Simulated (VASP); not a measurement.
InPd:

```xyz
2
Lattice="0.0000 2.7461 2.7461 2.7461 0.0000 2.7461 2.7461 2.7461 0.0000" Properties=species:S:1:pos:R:3 pbc="T T T"
In    0.0000    0.0000    0.0000
Pd    2.7461    2.7461    2.7461
```

The cell was built by a generator and needn't be a form met in nature.

* Program: VASP 6.6.1
* Task: relaxation of cell and atoms
* Functional: r2SCAN
* Potentials or basis: VASP PAW PBE potentials, release 64 (In_d, Pd)
* Cutoff: 600 eV
* k mesh: 8 × 8 × 8
* Occupations: fermi-dirac, width 0.05 eV
* Spin: no spin polarisation

At the start: pressure -2.6 GPa; volume 20.71 Å³/atom.

Where does the relaxation end?

Over 3 steps the energy falls by 4.6 meV/atom and the volume is 20.15 Å³/atom (-2.7 %); space group Fm-3m (No. 225, to 0.05 Å).

Step by step:
```csv
step,energy change (eV),largest force (eV/Å),pressure (GPa),volume (Å³)
1,0.0000,0.0000,-2.59,41.42
2,-0.0033,0.0000,2.23,39.44
3,-0.0091,0.0000,-0.02,40.30
```

Final structure:
```xyz
2
Lattice="0.0000 2.7212 2.7212 2.7212 0.0000 2.7212 2.7212 2.7212 0.0000" Properties=species:S:1:pos:R:3 pbc="T T T"
In    0.0000    0.0000    0.0000
Pd    2.7212    2.7212    2.7212
```

Caveat: the PAW data sets were made with another functional, which shifts forces and pressure a little.
